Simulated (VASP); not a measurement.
# ZrSe2: single point with PBE

Slab: ZrSe2, a slab with vacuum.

```xyz
3
Lattice="3.7980 0.0000 0.0000 -1.8990 3.2892 0.0000 0.0000 0.0000 12.0960" Properties=species:S:1:pos:R:3 pbc="T T T"
Se    1.8990    1.0964    4.4637
Se    0.0000    2.1928    7.6323
Zr    0.0000    0.0000    6.0480
```

```yaml
Program: VASP 6.6.1
Task: single point
Functional: PBE
Potentials_or_basis: VASP PAW PBE potentials, release 64 (Se, Zr_sv)
Cutoff: 520 eV
k_mesh: 18 × 18 × 1
Occupations: gaussian, width 0.05 eV
Spin: no spin polarisation
Dipole_correction: yes
Further_INCAR_settings: ALGO = Fast; EDIFF = 1e-07; NBANDS = 19
```

The band gap on the k mesh is 0.49 eV, indirect (least direct gap 1.12 eV) and the ionisation potential of the upper face is 5.61 eV.

Levels at points of the mesh, in eV from the valence-band top:
```tsv
k point	band 10	band 11	band 12	band 13	band 14	band 15
(0.00, 0.00, 0.00)	-1.11	0.00	0.00	1.12	1.12	1.70
(0.50, 0.00, 0.00)	-2.41	-1.48	-1.05	0.49	2.59	2.94
```

Wall time 96 s on 1 thread of Intel(R) Xeon(R) 6975P-C (Granite Rapids), with other jobs on the host, peak memory 0.3 GiB.

PBE gaps usually lie below the measured ones, often by a third to a half.
